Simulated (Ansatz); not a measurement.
Results of PBEsol in Ansatz (plane waves, PAW) for rock-salt LiI.

Run with plane-wave cutoff 500 eV, 6×8×1 k mesh (along the axes of the cell as run), gaussian smearing 0.02 eV, scalar-relativistic PAW data made under PBE.

Q: Predict the surface energy of the (110) face and ionisation potential of the slab.

A: 
* **surface energy of the (110) face**: 0.23 J/m²
* **ionisation potential of the slab**: 5.78 eV

The slab of 16 atoms is relaxed and unreconstructed.

Spin–orbit coupling is not included.

It cost very roughly 10 core-minutes of CPU time.

Ansatz is a first-principles code.
